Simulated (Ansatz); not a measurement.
HfO2:

```xyz
6
Lattice="3.5580 0.0000 0.0000 0.0000 3.5580 0.0000 0.0000 0.0000 5.1719" Properties=species:S:1:pos:R:3 pbc="T T T"
Hf    0.0000    0.0000    0.0000
Hf    1.7790    1.7790    2.5859
O     0.0000    1.7790    1.0199
O     1.7790    0.0000    1.5660
O     1.7790    0.0000    4.1519
O     0.0000    1.7790    3.6059
```

Measurements of this composition are mostly on another form, of space group No. 14.

| Quantity | Value |
| --- | --- |
| Program | Ansatz 0.2.0 |
| Task | relaxation of cell and atoms |
| Functional | PBE |
| Potentials or basis | Ansatz PAW |
| Cutoff | 420 eV (not typed: the program's choice for these potentials) |
| k mesh | 8 × 8 × 5 |
| Occupations | fermi-dirac, width 0.05 eV |
| Spin | no spin polarisation |

At the start: volume 10.91 Å³/atom.

Q: How do energy, volume and symmetry change on relaxing?

A: It ends after 8 steps and the volume is 11.40 Å³/atom (+4.4 %); space group P4_2/nmc (No. 137, to 0.05 Å).

The path:
```tsv
step	energy change (eV)	largest force (eV/Å)	volume (Å³)
1	0.0000	0.1402	65.47
2	-0.0591	0.0668	68.64
3	-0.0643	0.0272	68.17
4	-0.0644	0.0133	68.20
5	-0.0643	0.0010	68.23
6	-0.0810	0.0025	68.23
7	-0.0805	0.0004	68.38
8	-0.0813	0.0004	68.38
```

Final structure:
```
Hf O
1.0
     3.60432    0.00000    0.00000
     0.00000    3.60432    0.00000
     0.00000    0.00000    5.26357
Hf O
2 4
Cartesian
  0.0000 0.0000 0.0000
  1.8022 1.8022 2.6318
  0.0000 1.8022 1.0174
  1.8022 0.0000 1.6144
  1.8022 0.0000 4.2461
  0.0000 1.8022 3.6492
```

Caveat: the plane-wave basis is chosen anew once the cell has moved, so the energies of steps on either side of that aren't comparable; the pressure holds a Pulay correction of +0.8 GPa for the finite cutoff.
